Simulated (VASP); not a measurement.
# Ga7Sb8 (a cell with a defect) in VASP: a series of runs

The runs below take Ga7Sb8 (a cell with a defect) through single point, with PBE.

All numbers are computed with VASP 6.6.1; they aren't measurements. Logs are shortened: lines on timing, memory, paths and dates and some standing lists are left out, and cuts for length are marked.

### 1 The structure

The cell holds a defect, 15 atoms: a = 8.615 Å, b = 8.615 Å, c = 8.615 Å, α = 60.00°, β = 60.00°, γ = 60.00°.

### 2 Single point, PBE

File INCAR:

```
PREC     = Accurate       # precision mode
ENCUT    = 520            # plane-wave cutoff, eV
EDIFF    = 1E-6           # SCF threshold, eV
ISMEAR   = -1             # smearing method
SIGMA    = 0.1            # smearing width, eV
LREAL    = Auto         
LASPH    = True           # aspherical terms in the spheres
NELM     = 80             # most SCF steps
ALGO     = Fast           # electronic algorithm
ISIF     = 2              # what is computed and relaxed
LWAVE    = False          # write WAVECAR
LCHARG   = False          # write CHGCAR
GGA      = PE             # functional
NBANDS   = 78             # bands
```

File KPOINTS:

```
regular mesh
0
Gamma
  2 2 2
```

File POSCAR:

```
Ga7Sb8
1.0
    0.0000000000      6.0915220000      6.0915220000
    6.0915220000      0.0000000000      6.0915220000
    6.0915220000      6.0915220000      0.0000000000
Ga Sb
7 8
Direct
   -0.0042761070      0.0066940577     -0.0210128109
   -0.0042770099      0.5194246200     -0.0210053415
   -0.0110066089      0.5190853780      0.4736614265
    0.1290899877     -0.0123268864      0.3963857473
    0.5023925055      0.0090882049      0.5226765987
    0.5223437591      0.4836442354      0.0111981045
    0.5023829020      0.4666711374      0.5226809490
    0.1844543121      0.1473580002      0.0216608427
    0.1221650353      0.1402470516      0.5973017909
    0.1418331084      0.6299135914      0.0991756247
    0.1221562526      0.6411142404      0.5973081112
    0.6223991311      0.1047774267      0.1408112784
    0.5695932806      0.0941268865      0.7429826240
    0.6223961762      0.6328401999      0.1408163674
    0.6139760309      0.6262883890      0.6342729288
```

Potentials or basis: VASP PAW PBE potentials, release 64 (Ga_d, Sb).

Launch:

```sh
cat potpaw_PBE.64/Ga_d/POTCAR potpaw_PBE.64/Sb/POTCAR > POTCAR
mpirun -np 1 vasp_std > vasp.out
```

OUTCAR:

```text
PREC = Accurate
   ENCUT = 520
   EDIFF = 1E-6
   ISMEAR = -1
   LREAL = Auto
   LASPH = True
   NELM = 80
   ISIF = 2
   GGA = PE

 ion  position               nearest neighbor table
   1  0.996  0.007  0.979-  12 2.64  10 2.65   9 2.69   8 2.69
   2  0.996  0.519  0.979-  14 2.64  10 2.65  11 2.69   8 2.69
   3  0.989  0.519  0.474-  10 2.64  15 2.65  11 2.67   9 2.67
   4  0.129  0.988  0.396-  11 2.61   9 2.61   8 2.69
   5  0.502  0.009  0.523-  15 2.70  12 2.70   9 2.71  13 2.72
   6  0.522  0.484  0.011-  15 2.66  14 2.67  12 2.67  10 2.69
   7  0.502  0.467  0.523-  15 2.70  14 2.70  11 2.71  13 2.72
   8  0.184  0.147  0.022-   4 2.69   1 2.69   2 2.69  13 2.93
   9  0.122  0.140  0.597-   4 2.61   3 2.67   1 2.69   5 2.71
  10  0.142  0.630  0.099-   3 2.64   2 2.65   1 2.65   6 2.69
  11  0.122  0.641  0.597-   4 2.61   3 2.67   2 2.69   7 2.71
  12  0.622  0.105  0.141-   1 2.64   6 2.67   5 2.70  13 3.73
  13  0.570  0.094  0.743-   7 2.72   5 2.72   8 2.93  12 3.73  14 3.73
  14  0.622  0.633  0.141-   2 2.64   6 2.67   7 2.70  13 3.73
  15  0.614  0.626  0.634-   3 2.65   6 2.66   5 2.70   7 2.70

  LATTYP: Found a face centered cubic cell.
 ALAT       =    12.1830440000

  Lattice vectors:

 A1 = (   0.0000000000,   6.0915220000,   6.0915220000)
 A2 = (   6.0915220000,   0.0000000000,   6.0915220000)
 A3 = (   6.0915220000,   6.0915220000,   0.0000000000)

Analysis of symmetry for initial positions (statically):
=====================================================================
 Subroutine PRICEL returns:
 Original cell was already a primitive cell.

 Routine SETGRP: Setting up the symmetry group for a
 face centered cubic supercell.

 Subroutine GETGRP returns: Found  1 space group operations
 (whereof  1 operations were pure point group operations)
 out of a pool of 48 trial point group operations.

The static configuration has the point symmetry C_1 .

Analysis of symmetry for dynamics (positions and initial velocities):
=====================================================================
 Subroutine PRICEL returns:
 Original cell was already a primitive cell.

 Routine SETGRP: Setting up the symmetry group for a
 face centered cubic supercell.

 Subroutine GETGRP returns: Found  1 space group operations
 (whereof  1 operations were pure point group operations)
 out of a pool of 48 trial point group operations.

[... 125 lines left out ...]
   EFERMI_NEDOS =   21; number of points for ismear=-14 and -15
   IALGO  =     68    algorithm
   IMIX   =      4    mixing-type and parameters
     AMIX     =   0.40;   BMIX     =  1.00
     AMIX_MAG =   1.60;   BMIX_MAG =  1.00
  volume/ion in A,a.u.               =      30.14       203.38
  Fermi-wavevector in a.u.,A,eV,Ry     =   1.083335  2.047206 15.967998  1.173615
  Thomas-Fermi vector in A             =   2.219398
   LORBIT       =      0    0 simple, 1 ext, 2 COOP (PROOUT), +10 PAW based schemes
   GGA     = PE    functional components
   LHFCALC =     F    Hartree Fock is set to
   AEXX    =    0.0000 exact exchange contribution
   IVDW    =     0    specifies the selected vdW correction
   LEPSILON=     F    determine dielectric tensor
   LRPA    =     F    only Hartree local field effects (RPA)
 non-spin polarized calculation
 RMM-DIIS sequential band-by-band and
  energy-cutoff  :      520.00
  volume of cell :      452.07
 maximum number of plane-waves:     12214
   NGX = 33   NGY = 33   NGZ = 33

 number of electron     131.0000015 magnetization

 Free energy of the ion-electron system (eV)
  ---------------------------------------------------
  ext. energy  EPLUGINS =         0.00000000
  ---------------------------------------------------
  free energy    TOTEN  =       -52.92645390 eV

  energy without entropy =      -52.79773530  energy(sigma->0) =      -52.86209460

 E-fermi :   4.4334     XC(G=0):  -8.9363

 val. band max:        4.2546446740   @ k =   0.0000   0.5000   0.0000
 cond. band min:       4.5398617878   @ k =   0.0000   0.0000   0.0000
 fundamental gap:      0.2852171138
 Fermi energy:         4.4333996518

 k-point     1 :       0.0000    0.0000    0.0000
  band No.  band energies     occupation
      1     -10.8925      2.00000
      2     -10.8354      2.00000
      3     -10.8341      2.00000
      4     -10.7859      2.00000
      5     -10.7695      2.00000
      6     -10.4706      2.00000
[... 629 lines left out ...]
     76       8.2190      0.00000
     77       8.6333      0.00000
 [bands above 77 left out]

------------------------ aborting loop because EDIFF is reached ----------------------------------------

  FORCE on cell =-STRESS in cart. coord.  units (eV):
  Direction    XX          YY          ZZ          XY          YZ          ZX
  --------------------------------------------------------------------------------------
  -------------------------------------------------------------------------------------
  Total        2.1846039      4.0276377      2.1856230     -0.1037482      0.1058865      1.4918488
  in kB        7.7424041     14.2742578      7.7460160     -0.3676914      0.3752699      5.2872270
  external PRESSURE =       9.9208926 kB  Pullay stress =       0.0000000 kB

 VOLUME and BASIS-vectors are now :
 -----------------------------------------------------------------------------
  energy-cutoff  :      520.00
  volume of cell :      452.07
      direct lattice vectors                 reciprocal lattice vectors
     0.000000000  6.091522000  6.091522000    -0.082081293  0.082081293  0.082081293
     6.091522000  0.000000000  6.091522000     0.082081293 -0.082081293  0.082081293
     6.091522000  6.091522000  0.000000000     0.082081293  0.082081293 -0.082081293

 POSITION                                       TOTAL-FORCE (eV/Angst)
 -----------------------------------------------------------------------------------
      6.00430     12.02900      6.10625        -0.015066     -0.000543      0.004993
      9.12765     12.02904      9.22956        -0.005104     -0.000803      0.014476
      6.04734      8.90979      9.18649        -0.017761      0.013153      0.017685
      8.43103      3.20095      6.80279        -0.030422     -0.016811      0.030413
      3.23926      6.24423      3.11570        -0.016145     -0.008425     -0.012785
      3.01434      3.25008      6.12800         0.010583     -0.006706     -0.010474
      6.02666      6.24420      5.90301         0.011902     -0.007928      0.015584
      1.02958      1.25555      2.02124         0.001224     -0.040569      0.000310
      4.49280      4.38265      1.59849         0.065083      0.019320      0.006100
      4.44126      1.46811      4.70111        -0.001011      0.015940      0.001228
      7.54388      4.38263      4.64948        -0.006504      0.018555     -0.063991
      1.49601      4.64911      4.42961        -0.004856      0.001405     -0.008077
      5.09927      7.99558      4.04307        -0.006210      0.037203      0.005041
      4.71275      4.64913      7.64630         0.007099      0.001211      0.004540
      7.67874      7.60374      7.55510         0.007187     -0.025001     -0.005046
 -----------------------------------------------------------------------------------
    total drift:                                0.007501     -0.001335     -0.004255

  FREE ENERGIE OF THE ION-ELECTRON SYSTEM (eV)
  ---------------------------------------------------
  free  energy   TOTEN  =       -52.9264538958 eV

  energy  without entropy=      -52.7977352979  energy(sigma->0) =      -52.86209460
```

OSZICAR:

```text
N       E                     dE             d eps       ncg     rms          rms(c)
DAV:   1     0.120551353293E+04    0.12055E+04   -0.53996E+04  1336   0.204E+03
DAV:   2     0.173050987753E+03   -0.10325E+04   -0.10043E+04  1320   0.579E+02
DAV:   3    -0.358091971006E+02   -0.20886E+03   -0.19891E+03  1512   0.182E+02
DAV:   4    -0.526079020400E+02   -0.16799E+02   -0.16301E+02  1440   0.502E+01
DAV:   5    -0.534122910439E+02   -0.80439E+00   -0.79765E+00  1802   0.116E+01    0.844E+00
RMM:   6    -0.530083440418E+02    0.40395E+00   -0.83345E-01  1696   0.436E+00    0.486E+00
RMM:   7    -0.529230175432E+02    0.85326E-01   -0.68523E-01  1617   0.283E+00    0.779E-01
RMM:   8    -0.529217134604E+02    0.13041E-02   -0.11232E-01  1707   0.157E+00    0.224E-01
RMM:   9    -0.529252588814E+02   -0.35454E-02   -0.27555E-02  1947   0.676E-01    0.133E-01
RMM:  10    -0.529261486039E+02   -0.88972E-03   -0.41726E-03  1985   0.260E-01    0.549E-02
RMM:  11    -0.529263999050E+02   -0.25130E-03   -0.11597E-03  1998   0.121E-01    0.222E-02
RMM:  12    -0.529264418934E+02   -0.41988E-04   -0.27443E-04  1908   0.563E-02    0.555E-03
RMM:  13    -0.529264501277E+02   -0.82343E-05   -0.81306E-05  1826   0.301E-02    0.324E-03
RMM:  14    -0.529264530171E+02   -0.28894E-05   -0.26664E-05  1531   0.152E-02    0.147E-03
RMM:  15    -0.529264538958E+02   -0.87862E-06   -0.86839E-06  1078   0.941E-03
   1 F= -.52926454E+02 E0= -.52862095E+02  d E =-.128719E+00
```

Run time: 6.7 min. Hardware: 1 thread of Intel Xeon Platinum 8488C (Sapphire Rapids), shared host; peak memory 0.64 GiB.

What came out:

| Quantity | Value |
| --- | --- |
| Free energy | -52.9265 eV |
| Pressure | 1.0 GPa |
| Largest force | 0.068 eV/Å |
| Band gap on the k mesh | none (metal or under the smearing width) |

Forces in eV/Å, atoms in the order of the input:
```
Ga  -0.015 -0.001  0.005
Ga  -0.005 -0.001  0.014
Ga  -0.018  0.013  0.018
Ga  -0.030 -0.017  0.030
Ga  -0.016 -0.008 -0.013
Ga   0.011 -0.007 -0.010
Ga   0.012 -0.008  0.016
Sb   0.001 -0.041  0.000
Sb   0.065  0.019  0.006
Sb  -0.001  0.016  0.001
Sb  -0.007  0.019 -0.064
Sb  -0.005  0.001 -0.008
Sb  -0.006  0.037  0.005
Sb   0.007  0.001  0.005
Sb   0.007 -0.025 -0.005
```

Stress tensor (GPa, compression positive):
```
 0.77 -0.04  0.53
-0.04  1.43  0.04
 0.53  0.04  0.77
```

Caveat: the k mesh is coarse (spacing up to 0.45 Å⁻¹), so the values aren't converged. The run has no spin-orbit coupling, so splittings on Sb are missing.

### 3 Single point, PBE

File INCAR:

```
SYSTEM = Ga7Sb8
PREC = Accurate ; ENCUT = 520
EDIFF = 1E-6 ; ISMEAR = -1
SIGMA = 0.1 ; LREAL = Auto
LASPH = .TRUE. ; NELM = 80
ALGO = Fast ; ISIF = 2
LWAVE = .FALSE. ; LCHARG = .FALSE.
GGA = PE ; NBANDS = 78
```

File KPOINTS:

```
Automatic mesh
0
G
  2 2 2
  0 0 0
```

File POSCAR:

```
Ga7Sb8
1.0
    0.0000000000      6.0915220000      6.0915220000
    6.0915220000      0.0000000000      6.0915220000
    6.0915220000      6.0915220000      0.0000000000
Ga Sb
7 8
Direct
   -0.0048469824      0.0061955781      0.0045015843
   -0.0048885976      0.4950278436      0.0046105062
    0.0009235787      0.5003995717      0.4990050106
   -0.0048894184      0.0062043607      0.4932522611
    0.5065486918      0.0060424144      0.4931950504
    0.5063529279      0.4949792515      0.0044450303
    0.5063173046      0.4949536421      0.4933187469
    0.1567340642      0.1153022184      0.1135386197
    0.1267803843      0.1228061723      0.6247462457
    0.1266296830      0.6264397469      0.1214037313
    0.1265933210      0.6264424556      0.6248638682
    0.6154457786      0.1152363071      0.1134521881
    0.6153942315      0.1152239949      0.6548930629
    0.6153383342      0.6566396707      0.1135717806
    0.6233238590      0.6262965151      0.6247133311
```

Potentials or basis: VASP PAW PBE potentials, release 64 (Ga_d, Sb).

Launch:

```sh
cat potpaw_PBE.64/Ga_d/POTCAR potpaw_PBE.64/Sb/POTCAR > POTCAR
mpirun -np 1 vasp_std > vasp.out
```

OUTCAR:

```text
SYSTEM = Ga7Sb8
   PREC = Accurate
   ENCUT = 520
   EDIFF = 1E-6
   ISMEAR = -1
   LREAL = Auto
   LASPH = .TRUE.
   NELM = 80
   ISIF = 2
   GGA = PE

 ion  position               nearest neighbor table
   1  0.995  0.006  0.005-  10 2.67   9 2.67  12 2.68   8 2.68
   2  0.995  0.495  0.005-  10 2.67  11 2.67   8 2.68  14 2.68
   3  0.001  0.500  0.499-  11 2.66   9 2.66  15 2.66  10 2.66
   4  0.995  0.006  0.493-  11 2.67   9 2.67   8 2.68  13 2.68
   5  0.507  0.006  0.493-  15 2.67   9 2.67  13 2.68  12 2.68
   6  0.506  0.495  0.004-  10 2.67  15 2.67  12 2.68  14 2.68
   7  0.506  0.495  0.493-  11 2.67  15 2.67  13 2.68  14 2.68
   8  0.157  0.115  0.114-   4 2.68   1 2.68   2 2.68
   9  0.127  0.123  0.625-   3 2.66   1 2.67   5 2.67   4 2.67
  10  0.127  0.626  0.121-   3 2.66   6 2.67   2 2.67   1 2.67
  11  0.127  0.626  0.625-   3 2.66   7 2.67   2 2.67   4 2.67
  12  0.615  0.115  0.113-   1 2.68   6 2.68   5 2.68
  13  0.615  0.115  0.655-   4 2.68   7 2.68   5 2.68
  14  0.615  0.657  0.114-   7 2.68   2 2.68   6 2.68
  15  0.623  0.626  0.625-   3 2.66   6 2.67   7 2.67   5 2.67
[... 843 lines left out ...]

  FORCE on cell =-STRESS in cart. coord.  units (eV):
  Direction    XX          YY          ZZ          XY          YZ          ZX
  --------------------------------------------------------------------------------------
  -------------------------------------------------------------------------------------
  Total        1.7483130      1.7506120      1.7484354     -0.0009249      0.0029113     -0.0056738
  in kB        6.1961556      6.2043035      6.1965894     -0.0032780      0.0103177     -0.0201085
  external PRESSURE =       6.1990162 kB  Pullay stress =       0.0000000 kB

 VOLUME and BASIS-vectors are now :
 -----------------------------------------------------------------------------
  energy-cutoff  :      520.00
  volume of cell :      452.07
      direct lattice vectors                 reciprocal lattice vectors
     0.000000000  6.091522000  6.091522000    -0.082081293  0.082081293  0.082081293
     6.091522000  0.000000000  6.091522000     0.082081293 -0.082081293  0.082081293
     6.091522000  6.091522000  0.000000000     0.082081293  0.082081293 -0.082081293

 POSITION                                       TOTAL-FORCE (eV/Angst)
 -----------------------------------------------------------------------------------
      0.06516      6.08942      6.09974        -0.007495     -0.000067     -0.000613
      3.04356      6.08983      9.07722         0.000813     -0.000990      0.005327
      6.08789      3.04533      3.05382        -0.000274     -0.000322     -0.000984
      3.04245      9.06640      6.09953         0.000394      0.007968     -0.000165
      3.04112      6.08996      3.12246         0.000560     -0.000558     -0.008962
      3.04225      3.11154      6.09964         0.000527     -0.004899      0.000092
      6.02008      6.08930      6.09926         0.006033     -0.000224      0.000770
      1.39399      1.64637      1.65712        -0.008314      0.008139      0.010401
      4.55373      4.57794      1.52036         0.002162     -0.001877      0.000399
      4.55551      1.51090      4.58734        -0.002761     -0.002854      0.003548
      7.62236      4.57752      4.58713         0.000351     -0.000463      0.000402
      1.39306      4.44010      4.45097        -0.006870     -0.007476     -0.009919
      4.69119      7.73798      4.45058         0.007997      0.010632     -0.008101
      4.69176      4.44017      7.74828         0.007223     -0.007115      0.009353
      7.62055      7.60245      7.61209        -0.000344      0.000106     -0.001547
 -----------------------------------------------------------------------------------
    total drift:                               -0.002320     -0.003331      0.008364

  FREE ENERGIE OF THE ION-ELECTRON SYSTEM (eV)
  ---------------------------------------------------
  free  energy   TOTEN  =       -53.1303446666 eV

  energy  without entropy=      -52.9036341897  energy(sigma->0) =      -53.01698943
```

stdout:

```text
POSCAR found type information on POSCAR GaSb
 POSCAR found :  2 types and      15 ions
 scaLAPACK will be used
 LDA part: xc-table for (Slater+PW92), standard interpolation
 POSCAR, INCAR and KPOINTS ok, starting setup
 FFT: planning ... GRIDC
 FFT: planning ... GRID_SOFT
 FFT: planning ... GRID
 WAVECAR not read
 entering main loop
```

Run time: 8.2 min. Hardware: 1 thread of Intel Xeon Platinum 8488C (Sapphire Rapids), shared host; peak memory 0.64 GiB.

What came out:

| Quantity | Value |
| --- | --- |
| Free energy | -53.1303 eV |
| Pressure | 0.6 GPa |
| Largest force | 0.016 eV/Å |
| Band gap on the k mesh | none (metal or under the smearing width) |

Forces in eV/Å, atoms in the order of the input:
```
Ga  -0.007  0.000 -0.001
Ga   0.001 -0.001  0.005
Ga   0.000  0.000 -0.001
Ga   0.000  0.008  0.000
Ga   0.001 -0.001 -0.009
Ga   0.001 -0.005  0.000
Ga   0.006  0.000  0.001
Sb  -0.008  0.008  0.010
Sb   0.002 -0.002  0.000
Sb  -0.003 -0.003  0.004
Sb   0.000  0.000  0.000
Sb  -0.007 -0.007 -0.010
Sb   0.008  0.011 -0.008
Sb   0.007 -0.007  0.009
Sb   0.000  0.000 -0.002
```

Caveat: the k mesh is coarse (spacing up to 0.45 Å⁻¹), so the values aren't converged.
